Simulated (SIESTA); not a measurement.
Crystal: Ag.

```
Ag
1.0
     0.00000    2.04275    2.04275
     2.04275    0.00000    2.04275
     2.04275    2.04275    0.00000
Ag
1
Cartesian
  0.0000 0.0000 0.0000
```

Base run:

| Item | Value |
| --- | --- |
| Program | SIESTA 5.4.2 |
| Functional | PBE |
| Potentials or basis | PseudoDojo 0.4 standard (PBE files) |
| Basis | DZP (energy shift 0.003 Ry; two zetas on semicore shells) |
| Grid cutoff | 800 Ry |
| Energy shift | 0.003 Ry |
| k mesh | 11 × 11 × 11 |
| Occupations | fermi-dirac, width 0.05 eV |
| Spin | no spin polarisation |

Its results: band gap on the k mesh none (metal or under the smearing width); pressure 4.8 GPa.

**Question.** After a change of settings the same cell gave: band gap on the k mesh none (metal or under the smearing width); pressure 11.8 GPa. Which change was it?
A. functional from PBE to AM05; potentials or basis from PseudoDojo 0.4 standard (PBE files) to PseudoDojo 0.4 standard (PBEsol files)
B. functional from PBE to BLYP
C. basis from DZP (energy shift 0.003 Ry; two zetas on semicore shells) to DZP (energy shift 0.01 Ry); energy shift from 0.003 Ry to 0.01 Ry
D. functional from PBE to LDA; potentials or basis from PseudoDojo 0.4 standard (PBE files) to PseudoDojo 0.4 standard (LDA files)

**Answer.** B.

BLYP binds less tightly than PBE, so the same cell stands under more pressure.

Caveats: short orbitals over semicore shells can move pressures by several GPa; the basis of atomic orbitals isn't converged, which shifts pressures, moduli and gaps; the potentials were made for another functional, which shifts forces and pressure (some runs).
